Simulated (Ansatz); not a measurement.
# TiSi2 (Immm) in Ansatz: notebook

One crystal, TiSi2, is run at these levels: PBEsol; tasks: single point, equation of state.

Everything below comes from runs of Ansatz 0.2.0. Logs are shortened: lines on timing, memory, paths and dates and some standing lists are left out, and cuts for length are marked.

## Step 1: Starting point

Symmetry: Immm, No. 71, orthorhombic system. The conventional cell has a = 2.946 Å, b = 3.424 Å, c = 8.424 Å, α = 90.00°, β = 90.00°, γ = 90.00°. Ti (site symmetry mmm) is surrounded by 10 Si at 2.67 to 2.78 Å and 2 Ti at 2.95 Å. Si (site symmetry mm2) is surrounded by 7 Si at 2.63 to 2.95 Å and 5 Ti at 2.67 to 2.78 Å.

The cell comes from a database or a generator and needn't be the stable form of this composition.

## Step 2: Single point, PBEsol, 13.31 Å³/atom (volume scaled by 0.94)

Contents of input.yaml:

```yaml
crystal:
  lattice:
    - [-1.4428049511, 1.6771787643, 4.1260979956]
    - [1.4428049511, -1.6771787643, 4.1260979956]
    - [1.4428049511, 1.6771787643, -4.1260979956]
  atoms:
    - { symbol: Ti, position: [0.0, 0.0, 0.0] }
    - { symbol: Si, position: [0.670078, 0.670078, 0.0] }
    - { symbol: Si, position: [0.329922, 0.329922, 0.0] }
hamiltonian:
  xc: pbesol
  pseudopotentials: { kind: paw }
kpoints:
  mp_grid: { grid: [12, 12, 12] }
scf:
  occupations: { method: fermi_dirac, width: 0.05 }
output:
  forces: true
  stress: true
  eigenvalues: true
```

Potentials or basis: Ansatz PAW.

Run with:

```sh
$ ansatz run input.yaml --threads 2 --pin off --max-ram 5632MiB --backend cpu --events-out ev --progress --plain --runs-dir out
```

Log:

```text
Warning: RAYON_NUM_THREADS=2 ignored (pool sized by the plan → 2); use --threads N
basis.fft_grid_basis auto: the FFT boxes are laid along the combinations [[1, 0, 1], [0, 1, 1], [0, 0, 1]] of the cell's own vectors, 3.354, 2.886 and 4.682 Å long. The dense box has 24×20×32 points. Along the cell's own vectors, as sized, it would have 32×32×32, 2.13 times as many. Of the 8 symmetry operations that the crystal satisfies within crystal.symmetry.tolerance (time reversal apart; of a slab, those that keep its plane) the dense box along the cell's own vectors carries 8, and the one as laid loses 6 of those. basis.fft_grid_basis: typed keeps the cell's own vectors: state it where this run's energies or levels are differenced outside the engine with another run's, or held beside a run that keeps those vectors.
Engine: ansatz 0.2.0, x86_64-unknown-linux-gnu
Pseudopotentials: kind: paw
Pseudopotential: Ti, paw, valence charge 12, recommended cutoff 420 eV (normal), Ti.paw.azcp
Pseudopotential: Si, paw, valence charge 4, recommended cutoff 420 eV (normal), Si.paw.azcp
Functional definition: PBEsol
  exchange = pbesol_x
  correlation = pbesol_c
Crystal: 3 atoms, lattice volume = 39.938 Å³
Basis set: ecut = 420 eV, 769 PW (Γ), FFT grids on a1+a3, a2+a3, a3, exchange–correlation on 48×40×64 points (8 copies of the dense FFT grid, shifted against one another)
Bands: 14, of which v1, the nominal top of the filled ones, is band 10 counted from 1 (9 counted from 0)
Symmetry: 8 space group operations
Space group: Immm (ITA 71), of the structure as read, at distance tolerance 3.4e-5 Å
k-points: 280 of 1728
Non-local potential: Ti, projectors of the file, l = 0: 3, l = 1: 2, l = 2: 3, l = 3: 1
Non-local potential: Si, projectors of the file, l = 0: 2, l = 1: 2, l = 2: 2
PAW form: soft (Blöchl's): semilocal exchange-correlation on the pseudo side does not see the compensation charge
PAW frozen core: Ti, regenerated for the run's functional, and the local potential with it (the file was generated under x = pbe(κ = 0.804, μ = 0.2195149727645171), c = pbe(β = 0.06672455060314922))
PAW frozen core: Si, regenerated for the run's functional, and the local potential with it (the file was generated under x = pbe(κ = 0.804, μ = 0.2195149727645171), c = pbe(β = 0.06672455060314922))
PAW one-centre angular grid: Ti, 590 points (default); XC on 64 Gauss nodes
PAW one-centre angular grid: Si, 110 points (default); XC on 64 Gauss nodes
Initial density: superposition of atomic densities (neutral atoms: chi_scale 0, normalization atom), corrected by the library's trained network
Initial wavefunctions: pseudopotential atomic-orbital guess
Functional: x = pbesol(κ = 0.804, μ = 0.12345679012345678), c = pbesol(β = 0.046)
SCF iter   1: F=—  HF=-3718.377615 eV  |F-HF|=—  |Δ(HF+E_count)|=         —  Δρ=5.35e-3  dr2=1.27e-2  ethr=1.77e-3  ⟨swp⟩=5.1  Hψ=22289  notcnv=0
preconditioner: auto → Kerker (q_TF=auto, 2.431 Å⁻¹)  [metal: Δε(μ)=0.020 eV  Ē_g=6.919 eV  σ=0.050 eV  W_gap=0.10  n_scr=10 (ndim 8)  ℏωp=20.4 eV  f_vac=0.000  D(μ)=1.26/eV (n_scr^D=10)]
SCF iter   2: F=—  HF=-3718.375021 eV  |F-HF|=—  |Δ(HF+E_count)|=   2.59e-3  Δρ=3.09e-3  dr2=4.55e-3  ethr=6.34e-5  ⟨swp⟩=2.0  Hψ=7137  notcnv=0
SCF iter   3: F=—  HF=-3718.373733 eV  |F-HF|=—  |Δ(HF+E_count)|=   1.29e-3  Δρ=4.23e-4  dr2=6.88e-5  ethr=2.27e-5  ⟨swp⟩=2.5  Hψ=6441  notcnv=0
SCF iter   4: F=—  HF=-3718.373719 eV  |F-HF|=—  |Δ(HF+E_count)|=   1.41e-5  Δρ=2.30e-4  dr2=2.59e-5  ethr=3.44e-7  ⟨swp⟩=2.0  Hψ=6464  notcnv=0
SCF iter   5: F=—  HF=-3718.373715 eV  |F-HF|=—  |Δ(HF+E_count)|=   4.62e-6  Δρ=4.28e-5  dr2=3.77e-7  ethr=1.29e-7  ⟨swp⟩=2.5  Hψ=5862  notcnv=0
SCF iter   6: F=-3718.373715 eV  HF=-3718.373715 eV  |F-HF|=2.45e-8  |Δ(HF+E_count)|=   6.39e-8  Δρ=7.63e-6  dr2=3.26e-8  ethr=5.00e-10  ⟨swp⟩=5.0  Hψ=16931  notcnv=0
SCF 1 converged in 6 iterations: F = -3718.373715 eV  dr2 = 3.26e-8
SCF converged after 6 iterations
Free energy (F): -3718.373715 eV
Harris-Foulkes:  -3718.373715 eV  (|F-HF|=2.45e-8)
Internal energy: -3718.363374 eV  (E = F + TS)
E sigma→0 (E₀):  -3718.368545 eV
Entropy (-TS):   -0.010340 eV (-3.447 meV/atom)
Fermi energy:    13.249656 eV
--- Per-component energies (eV) ---
  E_band       = -91.490586
  E_kinetic    = 363.227704
  E_local      = -993.263175  (includes V_loc(G=0)·N_el)
  E_nonlocal   = 60.029724
  E_hartree    = 438.377139
  E_xc         = -211.611501
  E_vxc        = -222.458663  (∫ρ·V_xc dr)
  E_paw        = -2020.423387  (= ΣΔE_a)
  E_vpaw       = -175.774954  (= ΣTr[D̂ρ^β])
  E_aug_tail   = 0.000119  (compensation charges beyond the density's cutoff)
  E_ewald      = -1354.902504
  E_core_change = 0.202506  (= ΣΔE_core)
  E_smearing   = -0.010340  (= −TS)
  E_closure    = -0.000000  (closes the sum)
  Σ components = -3718.373715   (vs F -3718.373715, Δ=0.00e0)
--- Forces (eV/Å), atoms counted from 1 ---
  atom   1  Ti     0.00000000     0.00000000     0.00000000
  atom   2  Si     0.00000000     0.00000000    -0.02416618
  atom   3  Si     0.00000000    -0.00000000     0.02416618
  max |Σ_I F_I| component: 0.00e0 eV/Å
--- Stress (GPa, compression-positive) ---
        5.858251       0.000000       0.000000
        0.000000       6.053862       0.000000
        0.000000       0.000000       5.537743
  P = ⅓ Tr σ = 5.8166 GPa (58.166 kbar)
--- Band table (eV; the first three rows and the last of 280) ---
  k-point 0: bands = ["-42.5429", "-19.0131", "-18.9786", "-18.6948", "0.2867", "8.2600", "9.1920", "10.9998", "12.5351", "14.0795", "15.4063", "15.8522", "16.6168", "17.3607"]
  k-point 1: bands = ["-42.5391", "-19.0086", "-18.9837", "-18.7236", "0.5054", "8.4446", "9.0703", "10.8142", "12.5261", "13.5069", "14.9942", "15.7193", "17.1620", "17.2972"]
  k-point 2: bands = ["-42.5286", "-18.9970", "-18.9966", "-18.8011", "1.1495", "8.7410", "8.9019", "10.4323", "12.4815", "12.5205", "13.7562", "16.1032", "17.1086", "17.5376"]
  k-point 279: bands = ["-42.5426", "-19.0281", "-18.9796", "-18.6953", "1.5132", "4.1781", "11.8422", "11.9602", "12.8236", "13.7318", "15.3787", "15.9155", "15.9253", "17.2292"]
```

Run time: 10 s. Hardware: 2 threads of Intel Xeon at 2.50GHz (Skylake/Cascade Lake), shared host; peak memory 0.45 GiB.

Results:

| Quantity | Value |
| --- | --- |
| Free energy | -3718.3737 eV |
| Pressure | 5.8 GPa |
| Largest force | 0.024 eV/Å |
| Band gap on the k mesh | none (metal or under the smearing width) |

Caveat: the PAW data sets come from PBE, with cores solved anew for the run's functional, which leaves a small shift of forces and pressure.

## Step 3: Single point, PBEsol, 13.60 Å³/atom (volume scaled by 0.96)

input.yaml: that of step 2 with these lines changed.

```diff
@@ -2,5 +2,5 @@
   lattice:
-    - [-1.4428049511, 1.6771787643, 4.1260979956]
-    - [1.4428049511, -1.6771787643, 4.1260979956]
-    - [1.4428049511, 1.6771787643, -4.1260979956]
+    - [-1.4529658841, 1.6889902715, 4.1551559811]
+    - [1.4529658841, -1.6889902715, 4.1551559811]
+    - [1.4529658841, 1.6889902715, -4.1551559811]
   atoms:
```

Potentials or basis: Ansatz PAW.

Run with:

```sh
$ ansatz run input.yaml --threads 2 --pin off --max-ram 5632MiB --backend cpu --events-out ev --progress --plain --runs-dir out
```

Wall time 10 s (2 threads of Intel Xeon at 2.50GHz (Skylake/Cascade Lake), shared host); peak memory 0.45 GiB.

Results (log left out):

```yaml
Free_energy: -3718.3951 eV
Pressure: 2.3 GPa
Largest_force: 0.039 eV/Å
Band_gap_on_the_k_mesh: none (metal or under the smearing width)
```

Caveat: the PAW data sets come from PBE, with cores solved anew for the run's functional, which leaves a small shift of forces and pressure.

## Step 4: Single point, PBEsol, 13.88 Å³/atom (volume scaled by 0.98)

input.yaml: that of step 3 with these lines changed.

```diff
@@ -2,5 +2,5 @@
   lattice:
-    - [-1.4529658841, 1.6889902715, 4.1551559811]
-    - [1.4529658841, -1.6889902715, 4.1551559811]
-    - [1.4529658841, 1.6889902715, -4.1551559811]
+    - [-1.4629866552, 1.7006388484, 4.1838131348]
+    - [1.4629866552, -1.7006388484, 4.1838131348]
+    - [1.4629866552, 1.7006388484, -4.1838131348]
   atoms:
@@ -20 +20,5 @@
   eigenvalues: true
+  write_density: true
+  write_potential: true
+  elf: true
+  volumetric_format: npy
```

Run with:

```sh
$ ansatz run input.yaml --threads 2 --pin off --max-ram 5632MiB --backend cpu --events-out ev --progress --plain --runs-dir out
```

Wall time 16 s (2 threads of Intel Xeon at 2.50GHz (Skylake/Cascade Lake), shared host); peak memory 0.48 GiB.

Results (log left out):

```yaml
Free_energy: -3718.3989 eV
Pressure: -0.8 GPa
Largest_force: 0.053 eV/Å
Band_gap_on_the_k_mesh: none (metal or under the smearing width)
```

Caveat: the PAW data sets come from PBE, with cores solved anew for the run's functional, which leaves a small shift of forces and pressure.

## Step 5: Single point, PBEsol, 14.16 Å³/atom

input.yaml: that of step 4 with these lines changed.

```diff
@@ -2,5 +2,5 @@
   lattice:
-    - [-1.4629866552, 1.7006388484, 4.1838131348]
-    - [1.4629866552, -1.7006388484, 4.1838131348]
-    - [1.4629866552, 1.7006388484, -4.1838131348]
+    - [-1.472872, 1.71213, 4.212083]
+    - [1.472872, -1.71213, 4.212083]
+    - [1.472872, 1.71213, -4.212083]
   atoms:
```

Run with:

```sh
$ ansatz run input.yaml --threads 2 --pin off --max-ram 5632MiB --backend cpu --events-out ev --progress --plain --runs-dir out
```

Run time: 16 s. Hardware: 2 threads of Intel Xeon at 2.50GHz (Skylake/Cascade Lake), shared host; peak memory 0.48 GiB.

The run converged. Its results:

```
Free energy            : -3718.3870 eV
Pressure               : -3.6 GPa
Largest force          : 0.067 eV/Å
Band gap on the k mesh : none (metal or under the smearing width)
```

Caveat: the PAW data sets come from PBE, with cores solved anew for the run's functional, which leaves a small shift of forces and pressure.

## Step 6: Single point, PBEsol, 14.45 Å³/atom (volume scaled by 1.02)

input.yaml: that of step 5 with these lines changed.

```diff
@@ -2,5 +2,5 @@
   lattice:
-    - [-1.472872, 1.71213, 4.212083]
-    - [1.472872, -1.71213, 4.212083]
-    - [1.472872, 1.71213, -4.212083]
+    - [-1.4826264035, 1.7234689397, 4.2399784024]
+    - [1.4826264035, -1.7234689397, 4.2399784024]
+    - [1.4826264035, 1.7234689397, -4.2399784024]
   atoms:
@@ -20,5 +20 @@
   eigenvalues: true
-  write_density: true
-  write_potential: true
-  elf: true
-  volumetric_format: npy
```

Potentials or basis: Ansatz PAW.

Run with:

```sh
$ ansatz run input.yaml --threads 2 --pin off --max-ram 5632MiB --backend cpu --events-out ev --progress --plain --runs-dir out
```

Wall time 12 s (2 threads of Intel Xeon at 2.50GHz (Skylake/Cascade Lake), shared host); peak memory 0.46 GiB.

It converged, with:

| Item | Value |
| --- | --- |
| Free energy | -3718.3608 eV |
| Pressure | -6.2 GPa |
| Largest force | 0.080 eV/Å |
| Band gap on the k mesh | none (metal or under the smearing width) |

Caveat: the PAW data sets come from PBE, with cores solved anew for the run's functional, which leaves a small shift of forces and pressure.

## Step 7: Single point, PBEsol, 14.73 Å³/atom (volume scaled by 1.04)

input.yaml: that of step 6 with these lines changed.

```diff
@@ -2,5 +2,5 @@
   lattice:
-    - [-1.4826264035, 1.7234689397, 4.2399784024]
-    - [1.4826264035, -1.7234689397, 4.2399784024]
-    - [1.4826264035, 1.7234689397, -4.2399784024]
+    - [-1.4922541174, 1.7346606101, 4.2675115011]
+    - [1.4922541174, -1.7346606101, 4.2675115011]
+    - [1.4922541174, 1.7346606101, -4.2675115011]
   atoms:
```

Run with:

```sh
$ ansatz run input.yaml --threads 2 --pin off --max-ram 5632MiB --backend cpu --events-out ev --progress --plain --runs-dir out
```

It took 12 s on 2 threads of Intel Xeon at 2.50GHz (Skylake/Cascade Lake), shared host; peak memory 0.46 GiB.

It converged, with:

- Free energy: -3718.3220 eV
- Pressure: -8.4 GPa
- Largest force: 0.094 eV/Å
- Band gap on the k mesh: none (metal or under the smearing width)

Caveat: the PAW data sets come from PBE, with cores solved anew for the run's functional, which leaves a small shift of forces and pressure.

## Step 8: Single point, PBEsol, 15.01 Å³/atom (volume scaled by 1.06)

input.yaml: that of step 7 with these lines changed.

```diff
@@ -2,5 +2,5 @@
   lattice:
-    - [-1.4922541174, 1.7346606101, 4.2675115011]
-    - [1.4922541174, -1.7346606101, 4.2675115011]
-    - [1.4922541174, 1.7346606101, -4.2675115011]
+    - [-1.501759177, 1.7457097017, 4.2946938359]
+    - [1.501759177, -1.7457097017, 4.2946938359]
+    - [1.501759177, 1.7457097017, -4.2946938359]
   atoms:
```

Run with:

```sh
$ ansatz run input.yaml --threads 2 --pin off --max-ram 5632MiB --backend cpu --events-out ev --progress --plain --runs-dir out
```

Run time: 13 s. Hardware: 2 threads of Intel Xeon at 2.50GHz (Skylake/Cascade Lake), shared host; peak memory 0.46 GiB.

It converged, with:

```yaml
Free_energy: -3718.2718 eV
Pressure: -10.5 GPa
Largest_force: 0.106 eV/Å
Band_gap_on_the_k_mesh: none (metal or under the smearing width)
```

Caveat: the PAW data sets come from PBE, with cores solved anew for the run's functional, which leaves a small shift of forces and pressure.

## Step 9: Equation of state, PBEsol

Potentials or basis: Ansatz PAW.

No new run: the results of the series are fitted here.

Results:

* Equilibrium volume: 13.80 Å³/atom
* Bulk modulus at fixed shape and positions: 149 GPa
* Pressure derivative of the bulk modulus: 4.3

Energy against volume, from the lowest point:
| volume (Å³/atom) | energy (meV/atom) |
| --- | --- |
| 13.313 | 8.40 |
| 13.596 | 1.27 |
| 13.879 | 0.00 |
| 14.162 | 3.99 |
| 14.446 | 12.70 |
| 14.729 | 25.64 |
| 15.012 | 42.38 |

Caveat: the cell was scaled at fixed shape and fractional positions, which overstates the stiffness of a crystal with free parameters, most of all of layers and chains.
